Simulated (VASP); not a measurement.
# HfB2 (P6/mmm) in VASP: a series of runs, part 2 of 2

VASP 6.6.1.

**4. Single point, PBEsol**

INCAR reads:

```
SYSTEM = HfB2
  PREC = Accurate
  ENCUT = 400
  EDIFF = 1E-7
  ISMEAR = 1
  SIGMA = 0.15
  LREAL = .FALSE.
  LASPH = .TRUE.
  NELM = 100
  ALGO = Normal
  ISIF = 2
  LWAVE = .FALSE.
  LCHARG = .FALSE.
  GGA = PS
  NBANDS = 12
  ADDGRID = .FALSE.
```

KPOINTS reads:

```
Automatic mesh
0
G
  7 7 6
  0 0 0
```

POSCAR reads:

```
HfB2
1.0
    3.1400000000      0.0000000000      0.0000000000
   -1.5700000000      2.7193197679      0.0000000000
    0.0000000000      0.0000000000      3.4800000000
Hf B
1 2
Direct
    0.0000000000      0.0000000000      0.0000000000
    0.6666666667      0.3333333333      0.5000000000
    0.3333333333      0.6666666667      0.5000000000
```

Potentials or basis: VASP PAW PBE potentials, release 64 (Hf, B).

Launch:

```console
$ cat potpaw_PBE.64/Hf/POTCAR potpaw_PBE.64/B/POTCAR > POTCAR
$ mpirun -np 1 vasp_std > vasp.out
```

OUTCAR:

```text
SYSTEM = HfB2
   PREC = Accurate
   ENCUT = 400
   EDIFF = 1E-7
   ISMEAR = 1
   LREAL = .FALSE.
   LASPH = .TRUE.
   NELM = 100
   ISIF = 2
   GGA = PS

 Found     32 irreducible k-points:

 Following reciprocal coordinates:
            Coordinates               Weight
  0.000000  0.000000  0.000000      1.000000
  0.142857  0.000000  0.000000      6.000000
  0.285714  0.000000  0.000000      6.000000
  0.428571  0.000000  0.000000      6.000000
  0.142857  0.142857  0.000000      6.000000
  0.285714  0.142857  0.000000     12.000000
[... 168 lines left out ...]
  FORCE on cell =-STRESS in cart. coord.  units (eV):
  Direction    XX          YY          ZZ          XY          YZ          ZX
  --------------------------------------------------------------------------------------
  -------------------------------------------------------------------------------------
  Total       -0.6840659     -0.6840659     -0.9027189      0.0000000      0.0000000     -0.0000000
  in kB      -36.8841128    -36.8841128    -48.6736540      0.0000000      0.0000000     -0.0000000
  external PRESSURE =     -40.8139599 kB  Pullay stress =       0.0000000 kB

 VOLUME and BASIS-vectors are now :
 -----------------------------------------------------------------------------
  energy-cutoff  :      400.00
  volume of cell :       29.71
      direct lattice vectors                 reciprocal lattice vectors
     3.140000000  0.000000000  0.000000000     0.318471338  0.183869512  0.000000000
    -1.570000000  2.719319768  0.000000000     0.000000000  0.367739025  0.000000000
     0.000000000  0.000000000  3.480000000     0.000000000  0.000000000  0.287356322

 POSITION                                       TOTAL-FORCE (eV/Angst)
 -----------------------------------------------------------------------------------
      0.00000      0.00000      0.00000        -0.000000      0.000000     -0.000000
      1.57000      0.90644      1.74000         0.000000      0.000000     -0.000000
     -0.00000      1.81288      1.74000        -0.000000      0.000000      0.000000
 -----------------------------------------------------------------------------------
    total drift:                                0.000000      0.000000     -0.000000

  FREE ENERGIE OF THE ION-ELECTRON SYSTEM (eV)
  ---------------------------------------------------
  free  energy   TOTEN  =       -27.9208161714 eV

  energy  without entropy=      -27.9216696133  energy(sigma->0) =      -27.92110065
```

It took 6.4 s on 1 thread of Intel Xeon Platinum 8559C (Emerald Rapids), shared host; peak memory 0.13 GiB.

These settings aren't checked as converged: the numbers below hold their error.

What came out:

| Property | Result |
| --- | --- |
| Free energy | -27.9208 eV |
| Pressure | -4.1 GPa |
| Band gap on the k mesh | none (metal or under the smearing width) |

Caveat: the PAW data sets were made with another functional, which shifts forces and pressure a little.

**5. Single point, PBEsol**

INCAR is that of step 4.

KPOINTS is that of step 4.

POSCAR reads:

```
HfB2
1.0
    3.1400000000      0.0000000000      0.0000000000
   -1.5700000000      2.7193197679      0.0000000000
    0.0000000000      0.0000000000      3.4800000000
Hf B
1 2
Direct
   -0.0142630000      0.0046330000     -0.0059370000
    0.6696320000      0.3380360000      0.4871880000
    0.3055440000      0.6904850000      0.5067950000
```

Potentials or basis: VASP PAW PBE potentials, release 64 (Hf, B).

Launch:

```console
$ cat potpaw_PBE.64/Hf/POTCAR potpaw_PBE.64/B/POTCAR > POTCAR
$ mpirun -np 1 vasp_std > vasp.out
```

OUTCAR:

```text
SYSTEM = HfB2
   PREC = Accurate
   ENCUT = 400
   EDIFF = 1E-7
   ISMEAR = 1
   LREAL = .FALSE.
   LASPH = .TRUE.
   NELM = 100
   ISIF = 2
   GGA = PS

 Found    148 irreducible k-points:

 Following reciprocal coordinates:
            Coordinates               Weight
  0.000000  0.000000  0.000000      1.000000
  0.142857  0.000000  0.000000      2.000000
  0.000000  0.142857  0.000000      2.000000
 -0.142857  0.142857  0.000000      2.000000
  0.285714  0.000000  0.000000      2.000000
  0.000000  0.285714  0.000000      2.000000
[... 168 lines left out ...]
  FORCE on cell =-STRESS in cart. coord.  units (eV):
  Direction    XX          YY          ZZ          XY          YZ          ZX
  --------------------------------------------------------------------------------------
  -------------------------------------------------------------------------------------
  Total       -0.0468701     -0.4761888     -0.8308204     -0.3192595      0.0779493     -0.0937774
  in kB       -2.5271862    -25.6756013    -44.7969641    -17.2141351      4.2029435     -5.0563797
  external PRESSURE =     -24.3332505 kB  Pullay stress =       0.0000000 kB

 VOLUME and BASIS-vectors are now :
 -----------------------------------------------------------------------------
  energy-cutoff  :      400.00
  volume of cell :       29.71
      direct lattice vectors                 reciprocal lattice vectors
     3.140000000  0.000000000  0.000000000     0.318471338  0.183869512  0.000000000
    -1.570000000  2.719319768  0.000000000     0.000000000  0.367739025  0.000000000
     0.000000000  0.000000000  3.480000000     0.000000000  0.000000000  0.287356322

 POSITION                                       TOTAL-FORCE (eV/Angst)
 -----------------------------------------------------------------------------------
      3.08794      0.01260      3.45934        -0.149754      0.359881      0.161737
      1.57193      0.91923      1.69541        -1.372409      0.287846      0.257275
     -0.12465      1.87765      1.76365         1.522163     -0.647727     -0.419011
 -----------------------------------------------------------------------------------
    total drift:                               -0.000004     -0.000005     -0.000024

  FREE ENERGIE OF THE ION-ELECTRON SYSTEM (eV)
  ---------------------------------------------------
  free  energy   TOTEN  =       -27.7925705126 eV

  energy  without entropy=      -27.7926804119  energy(sigma->0) =      -27.79260715
```

OSZICAR:

```text
N       E                     dE             d eps       ncg     rms          rms(c)
DAV:   1    -0.189767510115E+01   -0.18977E+01   -0.37119E+03  3552   0.572E+02
DAV:   2    -0.293519715288E+02   -0.27454E+02   -0.26531E+02  5116   0.111E+02
DAV:   3    -0.300825439901E+02   -0.73057E+00   -0.72546E+00  4796   0.157E+01
DAV:   4    -0.300853426779E+02   -0.27987E-02   -0.27982E-02  4448   0.105E+00
DAV:   5    -0.300853551886E+02   -0.12511E-04   -0.12510E-04  4920   0.607E-02    0.203E+01
DAV:   6    -0.280057288033E+02    0.20796E+01   -0.39122E+00  4308   0.981E+00    0.104E+01
DAV:   7    -0.278208725064E+02    0.18486E+00   -0.70203E-01  4732   0.455E+00    0.279E+00
DAV:   8    -0.277948382913E+02    0.26034E-01   -0.75299E-02  4184   0.141E+00    0.544E-01
DAV:   9    -0.277927070098E+02    0.21313E-02   -0.82015E-03  4412   0.472E-01    0.169E-01
DAV:  10    -0.277925783322E+02    0.12868E-03   -0.69203E-04  4300   0.148E-01    0.405E-02
DAV:  11    -0.277925718697E+02    0.64624E-05   -0.37907E-05  4772   0.393E-02    0.185E-02
DAV:  12    -0.277925704835E+02    0.13863E-05   -0.56481E-06  4408   0.127E-02    0.576E-03
DAV:  13    -0.277925705126E+02   -0.29152E-07   -0.19222E-07  3948   0.269E-03
   1 F= -.27792571E+02 E0= -.27792607E+02  d E =0.109899E-03
```

It took 17 s on 1 thread of Intel Xeon Platinum 8559C (Emerald Rapids), shared host; peak memory 0.16 GiB.

These settings aren't checked as converged: the numbers below hold their error.

What came out:

| Quantity | Value |
| --- | --- |
| Free energy | -27.7926 eV |
| Pressure | -2.4 GPa |
| Largest force | 1.706 eV/Å |
| Band gap on the k mesh | none (metal or under the smearing width) |

Caveat: the PAW data sets were made with another functional, which shifts forces and pressure a little.

**6. Single point, PBEsol**

INCAR, as its differences from that of step 5:

```diff
@@ -2,3 +2,3 @@
   PREC = Accurate
-  ENCUT = 400
+  ENCUT = 460
   EDIFF = 1E-7
```

KPOINTS is that of step 5.

POSCAR reads:

```
HfB2
1.0
    3.1400000000      0.0000000000      0.0000000000
   -1.5700000000      2.7193197679      0.0000000000
    0.0000000000      0.0000000000      3.4800000000
Hf B
1 2
Direct
    0.0000000000      0.0000000000      0.0000000000
    0.6666666667      0.3333333333      0.5000000000
    0.3333333333      0.6666666667      0.5000000000
```

Potentials or basis: VASP PAW PBE potentials, release 64 (Hf, B).

Launch:

```console
$ cat potpaw_PBE.64/Hf/POTCAR potpaw_PBE.64/B/POTCAR > POTCAR
$ mpirun -np 1 vasp_std > vasp.out
```

Wall time 7.1 s (1 thread of Intel Xeon Platinum 8559C (Emerald Rapids), shared host); peak memory 0.14 GiB.

These settings aren't checked as converged: the numbers below hold their error.

Results:

* Free energy: -27.9208 eV
* Pressure: -4.1 GPa
* Band gap on the k mesh: none (metal or under the smearing width)

Caveat: the PAW data sets were made with another functional, which shifts forces and pressure a little.

**7. For comparison**

An earlier run on the cell as given: functional PBEsol; potentials or basis VASP PAW PBE potentials, release 64 (Hf_pv, B); cutoff 520 eV; k mesh 10 × 10 × 8; occupations fermi-dirac, width 0.05 eV; no spin polarisation.

* Pressure: -4.4 GPa
* Band gap on the k mesh: none (metal or under the smearing width)
